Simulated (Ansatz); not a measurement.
# Levels of theory for AlN (zincblende)

All numbers come from the plane-wave code Ansatz. (Simulation; spin polarisation is off.)

AlN in the zincblende structure, relaxed with r2SCAN. It is cubic, F-43m (No. 216); conventional cell a = 4.370 Å, 10.43 Å³ an atom. Al has 4 N at 1.89 Å; N has 4 Al at 1.89 Å.

```
Al N
1.0
     0.00000    2.18488    2.18488
     2.18488    0.00000    2.18488
     2.18488    2.18488    0.00000
Al N
1 1
Direct
  0.00000 0.00000 0.00000
  0.25000 0.25000 0.25000
```

Relaxed lattice by functional, symmetry kept:
```tsv
functional	k mesh	a (Å)	volume (Å³/atom)
PBE	10×10×10	4.403	10.67
r2SCAN	10×10×10	4.370	10.43
PBEsol	10×10×10	4.378	10.49
LDA	10×10×10	4.342	10.23
HSE06	6×6×6	4.365	10.40
```

On this one geometry the levels give:

| level | k mesh | gap (eV) | kind | edges | least direct gap (eV) | rough cost |
| --- | --- | --- | --- | --- | --- | --- |
| LDA | 10×10×10 | 3.24 | indirect | Γ → X | 4.22 | 0.9 core-seconds |
| PBE | 10×10×10 | 3.33 | indirect | Γ → X | 4.18 | 1 core-seconds |
| r2SCAN | 10×10×10 | 3.94 | indirect | Γ → X | 4.84 | 1.7 core-seconds |
| HSE06 | 8×8×8 | 4.55 | indirect | Γ → X | 5.55 | 40 core-seconds |
| DDH-PBE0 | 8×8×8 | 5.03 | indirect | Γ → X | 6.00 | 40 core-seconds |
| PBE0 | 8×8×8 | 5.28 | indirect | Γ → X | 6.27 | 40 core-seconds |
| Hartree-Fock | 8×8×8 | 12.06 | indirect | Γ → X | 13.51 | 40 core-seconds |
| G0W0@PBE (62 empty bands, 120 eV, 6×6×6) | 6×6×6 | 4.58 | – | Γ → X (mesh) | – | 12 core-seconds |
| G0W0@PBE (154 empty bands, 220 eV, 6×6×6) | 6×6×6 | 4.81 | – | Γ → X (mesh) | – | 40 core-seconds |

PBE: smearing of 0.02 eV; the others have fixed occupations.
Wave cutoffs: 420 eV, 500 eV (r2SCAN). Set aside, since their points miss a band edge that the other levels read or their mesh is too coarse: LC-ωPBE.
The G0W0 gap is PBE's gap over the path plus the quasiparticle shift read on the mesh. G0W0 values are finite-basis, finite-mesh values.
Costs come from shared machines and give only the order; PBE's includes the band path. The runs had 8 threads of Intel(R) Xeon(R) 6975P-C (Granite Rapids), on a shared host.

HSE06 gives an indirect gap of 4.55 eV, from Γ to X; the least direct gap is 5.55 eV at Γ.

Taking G0W0@PBE (154 empty bands, 220 eV, 6×6×6), 4.81 eV, as the yardstick (a computed one, not at the basis limit), DDH-PBE0 comes nearest, +0.22 eV off, at about 23 times r2SCAN's cost; G0W0 itself took about 27 times r2SCAN's cost. The others: HSE06 -0.26, PBE0 +0.47, r2SCAN -0.87, PBE -1.48, LDA -1.57, Hartree-Fock +7.25 eV. The yardstick still moved by +0.23 eV in its last step of bands and cutoff, so this order can change. r2SCAN covers 50 % of the step from PBE to HSE06, while HSE06 needs about 23 times r2SCAN's cost (on a coarser mesh). All these functionals give a gap of the same kind, indirect.

r2SCAN (ground state on 8×8×8): The electronic dielectric tensor ε∞ is 4.26 in all directions. Born charges, averaged over directions: Al +2.54, N -2.54 e. PBE (ground state on 8×8×8): ε∞: 4.58 in all directions. Born charges, averaged over directions: Al +2.55, N -2.55 e.

On the PBEsol cell (a = 4.378 Å), with PBEsol: The optical mode at Γ lies at 648 cm⁻¹ without the longitudinal term. With the long-range field the highest mode reaches 881 cm⁻¹. ε∞: 4.65 in all directions. With the ions relaxed, ε⁰ is 8.6 in all directions. Born charges, averaged over directions: Al +2.55, N -2.55 e.

The meshes of the hybrids are coarse, so their gaps aren't converged to the digits shown.
